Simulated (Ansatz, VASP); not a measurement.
**Two plane-wave programs on H**

The input INCAR:

```
SYSTEM = H
  PREC = Accurate
  ENCUT = 520
  EDIFF = 1E-7
  ISMEAR = 0
  SIGMA = 0.05
  LREAL = .False.
  LASPH = .True.
  NELM = 100
  ALGO = Normal
  ISIF = 2
  LWAVE = .False.
  LCHARG = .True.
  GGA = PE
  LELF = .True.
  LVHAR = .True.
  NBANDS = 6
```

Contents of KPOINTS:

```
regular mesh
0
Gamma
  14 14 34
  0 0 0
```

File POSCAR:

```
H
1.0
    2.6511755294      0.0000000000      0.0000000000
    0.0000000000      2.6511755294      0.0000000000
    0.0000000000      0.0000000000      0.9663542121
H
1
Direct
    0.0000000000      0.0000000000      0.5000000000
```

Input for Ansatz:

```yaml
crystal:
  lattice:
    - [2.6511755294, 0.0, 0.0]
    - [0.0, 2.6511755294, 0.0]
    - [0.0, 0.0, 0.9663542121]
  atoms:
    - { symbol: H, position: [0.0, 0.0, 0.5] }
basis:
  ecutwfc: 420
kpoints:
  mp_grid: { grid: [14, 14, 34] }
hamiltonian:
  xc: pbe
scf:
  occupations: { method: gaussian, width: 0.05 }
output:
  forces: true
  stress: true
  eigenvalues: true
  populations: true
```

Alike in both runs: task single point; functional PBE; k mesh 14 × 14 × 34; occupations gaussian, width 0.05 eV; no spin polarisation.

```csv
,VASP,Ansatz
version,VASP 6.6.1,Ansatz 0.2.0
potentials or method,"VASP PAW PBE potentials, release 64 (H)","scalar-relativistic, plane waves, PAW"
plane-wave cutoff (eV),520,420
valence electrons in the cell,1,1
```

```tsv
	VASP	Ansatz	Ansatz less VASP
gap on the k mesh at the Fermi level (eV)	none	none	-
pressure (GPa)	3.2	3.5	+0.29
largest component of the traceless stress (GPa)	2.63	2.62	-0.009
```

A gap of «none» marks a metal or a gap that the smearing closes.
